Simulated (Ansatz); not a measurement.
# Where V_N (site 2) puts its levels in the gap of Si3N4 (P6_3/m), part 2 of 2

Aim: at which Fermi levels does V_N (site 2) in Si3N4 (P6_3/m) change its charge? The model is a cell of 84 host atoms with 1 N taken out.

Ansatz; place-levels on PBEsol runs: charge-transition levels and formation energies with image-charge correction and potential alignment at the atomic sites; PAW set soft_1.

So far: Set-up; The runs of each charge state.

### 3. Levels against the band edges, PBEsol

A charged cell interacts with its images and the background, and its potential has another zero than the host's. place-levels removes the first by a point-charge model, screened by the static dielectric constant since the ions have relaxed around the charge, and the second by comparing potentials at atoms far from the defect.

The host is a run of the defect-free crystal in the same cutoffs, grids and k-points, so that basis and sampling errors cancel in part in the differences. Its band edges come from a run of the primitive cell that searches the zone for them. The host is run in a cell of 28 atoms on a matching mesh. Chemical potentials are energies per atom of N (N2 molecule), run with the same functional and cutoff.

File levels.point.yaml:

```yaml
host:
  run: host.point.run
  levels_from: { run: edges.point.run }
states: [q0_M1.point.run, qp1.point.run, qp2_M1.point.run, qp3.point.run, qp3_M2.point.run]
geometry_from:
  q0_M1.point.run: q0_M1.relax.run
  qp1.point.run: qp1.relax.run
  qp2_M1.point.run: qp2_M1.relax.run
  qp3.point.run: qp3.relax.run
  qp3_M2.point.run: qp3_M2.relax.run
  host.point.run: host.relax.run
chemical_potentials:
  "N":
    energy: -378.476431
    dataset: "<sha256 of the dataset>"
epsilon: [4.29, 4.29, 4.37]
static_epsilon: [8.29, 8.29, 8.25]
vertical:
  - { from: qp1.point.run, to: qp1.point_neutral.run }
  - { from: qp2_M1.point.run, to: qp2_M1.point_neutral.run }
  - { from: qp3.point.run, to: qp3.point_neutral.run }
  - { from: qp3_M2.point.run, to: qp3_M2.point_neutral.run }
```

Command:

```console
> ansatz place-levels levels.point.yaml -- --threads 4 --pin off --max-ram 7536MiB
```

Log:

```text
[... repeated set-up lines and file paths are left out, and long positions are rounded to six places ...]
(+3/+2) 0.000 eV above the valence edge (-0.947 eV without the band-filling correction), 4.186 eV under the conduction edge
(+2/+1) 0.000 eV above the valence edge (-0.608 eV without the band-filling correction), 4.186 eV under the conduction edge
(+1/0) 1.566 eV above the valence edge, 2.620 eV under the conduction edge
formation energy of charge +3: +3.817 eV with the Fermi level at the valence edge
formation energy of charge +2: +3.817 eV with the Fermi level at the valence edge
formation energy of charge +1: +3.817 eV with the Fermi level at the valence edge
formation energy of charge 0: +5.383 eV with the Fermi level at the valence edge
vertical +1 to 0: no energy, since no alignment is typed
  the change from vertical[0].from (qp1.point.run) to vertical[0].to (qp1.point_neutral.run): by its potential at epsilon [4.29, 4.29, 4.37] it stands at 0.704 0.655 0.587, with an rms radius of about 2.1 Å (1.0 0.7 1.7 Å across the planes of the cell's [...]
vertical +2 to 0: no energy, since no alignment is typed
  the change from vertical[1].from (qp2_M1.point.run) to vertical[1].to (qp2_M1.point_neutral.run): by its potential at epsilon [4.29, 4.29, 4.37] it stands at 0.693 0.603 0.589, with an rms radius of about 4.4 Å (1.7 3.3 2.5 Å across the planes of the cell's [...]
vertical +3 to 0: no energy, since no alignment is typed
  the change from vertical[2].from (qp3.point.run) to vertical[2].to (qp3.point_neutral.run): by its spins about the atoms it stands at 0.748 0.637 0.644, with an rms radius of about 3.0 Å (1.6 1.3 2.1 Å across the planes of the cell's vectors); [...]
vertical +3 to 0: no energy, since no alignment is typed
  the change from vertical[3].from (qp3_M2.point.run) to vertical[3].to (qp3_M2.point_neutral.run): by its potential at epsilon [4.29, 4.29, 4.37] it stands at 0.687 0.584 0.588, with an rms radius of about 5.4 Å (2.0 4.1 2.8 Å across the planes of the cell's [...]
  edges by pbesol of host.levels_from (edges.point.run), its mesh sampled to repeats of 26.19 Å (the valence edge +0.232 eV and the conduction edge -0.359 eV from those of the host's own run), gap 4.186 eV; the host is sampled to repeats of 23.18 Å
  the defect's cells are sampled to repeats of 23.18 Å, like sampling
  charge +3: -40283.4700 eV with its correction of +0.930 eV, at epsilon [8.29, 8.29, 8.25], aligned at sites: -0.3919 eV, mean over 63 atomic sites at or beyond 3.81 Å from the defect at [0.6798, 0.6502, 0.5833], with -0.004579 for the charge's moments and [...]
  states[3] (qp3.point.run): levels filled in part (TS 0.011 eV): its energy is of no whole electron's
  charge +2: -40276.2950 eV with its correction of +0.403 eV, at epsilon [8.29, 8.29, 8.25], aligned at sites: -0.2662 eV, mean over 63 atomic sites at or beyond 3.81 Å from the defect at [0.6798, 0.6502, 0.5833], with -0.002469 for the charge's moments and [...]
  states[2] (qp2_M1.point.run): levels filled in part (TS 0.002 eV): its energy is of no whole electron's
  charge +1: -40268.7815 eV with its correction of +0.102 eV, at epsilon [8.29, 8.29, 8.25], aligned at sites: -0.1321 eV, mean over 63 atomic sites at or beyond 3.81 Å from the defect at [0.6798, 0.6502, 0.5833], with -0.012243 for the charge's moments and [...]
  charge 0: +0.000 eV for its dipole among its images, -0.000 omitted
  charge +3: states[4] (qp3_M2.point.run) stands 0.006 eV higher, with a moment of 2.00 μB against 0.00
  of states[3] (qp3.point.run): it parts from the run at its places by a charge that spreads by about 2.1 Å along one vector (1.5 Å or more is wide), by the spins about the atoms, where the cell does not tell a trapped carrier from a band state. [...]
  of states[2] (qp2_M1.point.run): it parts from the run at its places by a charge that spreads by about 2.5 Å along one vector (1.5 Å or more is wide), by its potential at epsilon [4.29, 4.29, 4.37], taken for that of held ions (one typed too small widens [...]
  of states[1] (qp1.point.run): it parts from the run at its places by a charge that spreads by about 1.7 Å along one vector (1.5 Å or more is wide), by its potential at epsilon [4.29, 4.29, 4.37], taken for that of held ions (one typed too small widens it), [...]
  of states[4] (qp3_M2.point.run): it parts from the run at its places by a charge that spreads by about 2.8 Å along one vector (1.5 Å or more is wide), by its potential at epsilon [4.29, 4.29, 4.37], taken for that of held ions (one typed too small widens [...]
  of vertical[0].from (qp1.point.run): it parts from the run at its places by a charge that spreads by about 1.7 Å along one vector (1.5 Å or more is wide), by its potential at epsilon [4.29, 4.29, 4.37], taken for that of held ions (one typed too small [...]
  vertical[0].to (qp1.point_neutral.run): levels filled in part (TS 0.006 eV): its energy is of no whole electron's
  vertical[1].from (qp2_M1.point.run): levels filled in part (TS 0.002 eV): its energy is of no whole electron's
  of vertical[1].from (qp2_M1.point.run): it parts from the run at its places by a charge that spreads by about 2.5 Å along one vector (1.5 Å or more is wide), by its potential at epsilon [4.29, 4.29, 4.37], taken for that of held ions (one typed too small [...]
  vertical[1].to (qp2_M1.point_neutral.run): levels filled in part (TS 0.007 eV): its energy is of no whole electron's
  vertical[2].from (qp3.point.run): levels filled in part (TS 0.011 eV): its energy is of no whole electron's
  of vertical[2].from (qp3.point.run): it parts from the run at its places by a charge that spreads by about 2.1 Å along one vector (1.5 Å or more is wide), by the spins about the atoms, where the cell does not tell a trapped carrier from a band state. [...]
  vertical[2].to (qp3.point_neutral.run): levels filled in part (TS 0.006 eV): its energy is of no whole electron's
  of vertical[3].from (qp3_M2.point.run): it parts from the run at its places by a charge that spreads by about 2.8 Å along one vector (1.5 Å or more is wide), by its potential at epsilon [4.29, 4.29, 4.37], taken for that of held ions (one typed too small [...]
  vertical[3].to (qp3_M2.point_neutral.run): levels filled in part (TS 0.008 eV): its energy is of no whole electron's
```

Run time: 0.7 s. Hardware: 4 threads of Arm Neoverse V1, shared host.

Levels between the charges placed, in eV above the valence top:

```csv
,gap (eV),(+3/+2),(+2/+1),(+1/0)
PBEsol,4.19,0.00,0.00,1.57
```

Corrections by state:

```csv
charge,moment (μB),image terms and alignment (eV),band filling (eV),ε used,"over the lowest of its charge, as the program ranks them, band filling apart (eV)"
+3,0.0,0.930,-1.555,"principal values (8.25, 8.29, 8.29)",0.000
+2,1.0,0.403,-0.608,"principal values (8.25, 8.29, 8.29)",0.000
+1,0.0,0.102,-,"principal values (8.25, 8.29, 8.29)",0.000
0,1.0,0.000,-,-,0.000
+3,2.0,0.946,-,"principal values (8.25, 8.29, 8.29)",0.006
```

The charged structures listed were also run neutral, and place-levels reads from each pair, by the potential or the spins, how wide the charge is by which they differ; that can be the carrier of either run.

```csv
charge,rms radius (Å),spread where it is widest against the cell (Å),wide from (Å),reading
+3,3.0,2.09,1.51,wide
+2,4.4,2.45,1.51,wide
+1,2.1,1.66,1.51,wide
```

The neutral runs of these pairs need not share the spin of the lowest neutral state, and very wide values only mean spread over the cell.

From the program's caveats on the states, each cut to its opening words:

- charge +3: it parts from the run at its places by a charge that spreads by about 2.1 Å along one vector (1.5 Å or more is wide), by the spins about the atoms, where the [...]
- charge +3: a band-filling correction moves a carrier to the host's band edge, which changes its energy by -1.555 eV
- charge +3: its alignment with the host at atomic sites is doubtful: the mean over the far sites moves by +0.3254 eV from their farther parts to their nearer, more than [...]
- charge +2 (1 μB): it parts from the run at its places by a charge that spreads by about 2.5 Å along one vector (1.5 Å or more is wide), by its potential at epsilon [4.29, 4.29, [...]
- charge +2 (1 μB): a band-filling correction moves a carrier to the host's band edge, which changes its energy by -0.608 eV
- charge +2 (1 μB): its alignment with the host at atomic sites is doubtful: the mean over the far sites moves by +0.1943 eV from their farther parts to their nearer, more than [...]
- charge +1: it parts from the run at its places by a charge that spreads by about 1.7 Å along one vector (1.5 Å or more is wide), by its potential at epsilon [4.29, 4.29, [...]
- charge +3 (2 μB): it parts from the run at its places by a charge that spreads by about 2.8 Å along one vector (1.5 Å or more is wide), by its potential at epsilon [4.29, 4.29, [...]
- charge +3 (2 μB): its alignment with the host at atomic sites is doubtful: the mean over the far sites moves by +0.3360 eV from their farther parts to their nearer, more than [...]

The host's formation energy from the elements is -1.218 eV per atom; it sets how far the chemical potentials can move.

Limit set by the element alone; other compounds of these elements are not counted. Chemical potentials from the elements' reference states: N 0.00 eV, Si -2.84 eV. Formation energy by charge state (N-rich; gap 4.19 eV):

```csv
charge,at valence top (eV),at conduction bottom (eV),correction included (eV)
+3,3.82,16.38,-0.63
+2,3.82,12.19,-0.21
+1,3.82,8.00,0.10
0,5.38,5.38,0.00
```

```tsv
Fermi level (eV)	lowest formation energy (eV)
0.00	3.82
0.38	4.20
0.76	4.58
1.14	4.96
1.52	5.34
1.90	5.38
2.28	5.38
2.67	5.38
3.05	5.38
3.43	5.38
3.81	5.38
4.19	5.38
```

Limit set by the element alone; other compounds of these elements are not counted. Chemical potentials from the elements' reference states: Si 0.00 eV, N -2.13 eV. Formation energies (Si-rich), with the Fermi level at the valence top and at the conduction bottom (gap 4.19 eV):

```csv
charge,at valence top (eV),at conduction bottom (eV),correction included (eV)
+3,1.69,14.24,-0.63
+2,1.69,10.06,-0.21
+1,1.69,5.87,0.10
0,3.25,3.25,0.00
```

(Fermi level (eV), lowest formation energy (eV)): (0.00, 1.69), (0.38, 2.07), (0.76, 2.45), (1.14, 2.83), (1.52, 3.21), (1.90, 3.25), (2.28, 3.25), (2.67, 3.25), (3.05, 3.25), (3.43, 3.25), (3.81, 3.25), (4.19, 3.25)

### 4. The same at the relaxations' own k-points

The relaxations' own energies give the levels at their sampling, for comparison.

File levels.relax_mesh.yaml:

```yaml
host:
  run: host.relax.run
  levels_from: { run: edges.relax.run }
states: [q0_M1.relax.run, qp1.relax.run, qp2_M1.relax.run, qp3.relax.run, qp3_M2.relax.run]
chemical_potentials:
  "N":
    energy: -378.476431
    dataset: "<sha256 of the dataset>"
```

Command:

```console
> ansatz place-levels levels.relax_mesh.yaml -- --threads 4 --pin off --max-ram 7536MiB
```

Log:

```text
[...]
(+1/0) 1.572 eV above the valence edge, 2.615 eV under the conduction edge
formation energy of charge +3: +3.802 eV with the Fermi level at the valence edge
formation energy of charge +2: +3.802 eV with the Fermi level at the valence edge
formation energy of charge +1: +3.802 eV with the Fermi level at the valence edge
formation energy of charge 0: +5.374 eV with the Fermi level at the valence edge
  edges by pbesol of host.levels_from (edges.relax.run), its mesh sampled to repeats of 26.19 Å (the valence edge +0.232 eV and the conduction edge -0.359 eV from those of the host's own run), gap 4.186 eV; the host is sampled to repeats of 11.59 Å
[... the lines on each state left out ...]
```

Run time: 0.22 s. Hardware: 4 threads.

Levels between neighbouring charges, in eV above the valence top:

```csv
,gap (eV),(+3/+2),(+2/+1),(+1/0)
"one point at (¼, ¼, ¼)",4.19,0.00,0.00,1.57
a 2×2×2 shifted mesh,4.19,0.00,0.00,1.57
```

Going from one point at (¼, ¼, ¼) to a 2×2×2 shifted mesh moves the levels that carry no band-filling term by up to 0.01 eV and formation energies against the elements by up to 0.01 eV; band-filling terms, which differ between samplings, are in these energies.

### 5. Results

```json
{
 "gap of the host": "4.19 eV (PBEsol)",
 "level (plus 3/plus 2)": "0.00 eV above the valence top (-0.95 eV above the valence top without the band-filling term)",
 "level (plus 2/plus 1)": "0.00 eV above the valence top (-0.61 eV above the valence top without the band-filling term)",
 "level (plus 1/0)": "1.57 eV above the valence top",
 "lowest of the charges placed, just above the valence top (0.02 eV)": "+1",
 "lowest of the charges placed, just below the conduction bottom (0.02 eV)": "0",
 "lowest formation energy at mid-gap of the charges run, N-rich": "5.38 eV",
 "lowest formation energy at mid-gap of the charges run, Si-rich": "3.25 eV"
}
```

Of the charges placed (0, +1, +2 and +3), the lowest changes at 1.57 eV (+1/0) above the valence top, in a gap of 4.19 eV. Charges below 0 were not placed, so these runs say nothing of levels that involve them. States placed: +3 at 0 μB and 2 μB; +2 at 1 μB; +1 at 0 μB; 0 at 1 μB. Other spin states or structures, where not listed, weren't placed. The program finds carriers beyond a band edge of the host and adds a band-filling term at charge +2 (-0.61 eV) and +3 (-1.56 eV); steps to such a charge show no bound level, and a defect level inside a band would be read the same way. Going from one point at (¼, ¼, ¼) to a 2×2×2 shifted mesh moves the levels that carry no band-filling term by up to 0.01 eV and formation energies against the elements by up to 0.01 eV; band-filling terms, which differ between samplings, are in these energies. The program doubts the alignment of potentials for at least one state, a sign that the cell is small. What this leaves open: the images are only 7.6 Å apart; PBEsol makes the gap too small and tends to spread out bound carriers; where a gas molecule sets a chemical potential or the host's formation energy, its binding is uncorrected; force components of up to 0.11 eV/Å remain in a run at the final settings.

[Logs are printed without paths, hosts, clocks, repeated set-up lines and the standing remarks that a program may print on its own settings, such as how far it seeks lower states.]

[Hosts, paths, dates, database ids (printed as entryN), source tags and the programs' standing remarks are cut or masked in the printed files.]

[Where a table of states has a column of steps, it counts the stored structures, which are thinned; the runs took as many ionic steps or more.]

[A defect's name tells the site on which it was built; relaxed atoms can leave that site.]

[For some hosts the program warned that the k-mesh of the response run may be too coarse for force constants and the static dielectric constant; such warnings are not shown here.]
